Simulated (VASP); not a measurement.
# AgCl: optical spectrum of independent particles, by functional and spin-orbit coupling

AgCl, Fm-3m (no. 225), 2 atoms in the cell.

| Functional | Spin-orbit coupling | ε at zero frequency, electronic | Mean energy of the absorption, weighted by Im ε (eV) | Refractive index at 633 nm | Refractive index at 1064 nm | Direct gap on the mesh (eV) | Time (s) |
|---|---|---|---|---|---|---|---|
| PBE | no | 5.31 | 9.16 | 2.43 | 2.34 | 3.31 | 4.5 |
| LDA | no | 5.72 | 8.86 | 2.56 | 2.44 | 3.10 | 4.1 |
| PBEsol | no | 5.57 | 8.97 | 2.51 | 2.41 | 3.17 | 4.3 |
| r2SCAN | no | 4.65 | 9.79 | 2.24 | 2.18 | 3.84 | 15 |
| TB-mBJ | no | 3.57 | 11.17 | 1.93 | 1.90 | 4.72 | 26 |
| AM05 | no | 5.44 | 9.06 | 2.47 | 2.37 | 3.26 | 4.7 |
| PBE | yes | 5.32 | 9.15 | 2.44 | 2.35 | 3.26 | 16 |

Limits: The 8×8×8 mesh is coarse for a spectrum: peaks stand apart that a denser mesh merges; the pull between electron and hole is left out; rows 1, 2, 3, 4, 6, 7: the onset follows the functional's gap, which semilocal functionals usually make too small.

## Input of the first row

INCAR:
```
  ALGO = Normal
  CSHIFT = 0.1
  EDIFF = 1E-7
  ENCUT = 300
  GGA = PE
  ISMEAR = 0
  KPAR = 4
  LASPH = T
  LCHARG = F
  LOPTICS = T
  LWAVE = T
  NBANDS = 25
  NEDOS = 2000
  PREC = Accurate
  SIGMA = 0.02
```

KPOINTS:
```
k-points
0
Gamma
  8 8 8
```

POSCAR:
```
AgCl
1.0
    0.0000000000      2.7350000000      2.7350000000
    2.7350000000      0.0000000000      2.7350000000
    2.7350000000      2.7350000000      0.0000000000
Ag Cl
1 1
Direct
    0.0000000000      0.0000000000      0.0000000000
    0.5000000000      0.5000000000      0.5000000000
```

Commands:
```
cat potpaw_PBE.64/Ag/POTCAR potpaw_PBE.64/Cl/POTCAR > POTCAR
mpirun -np 4 vasp_std > vasp.out
```

Changes of the last row against the first:
```
- NBANDS = 25
+ NBANDS = 50
+ LSORBIT = True
+ MAGMOM = 6*0
+ GGA_COMPAT = False
- vasp_std
+ vasp_ncl
```

VASP 6.6.1 took 4.5 s on 4 cores (Intel Xeon 6975P-C (Granite Rapids)), a shared host.
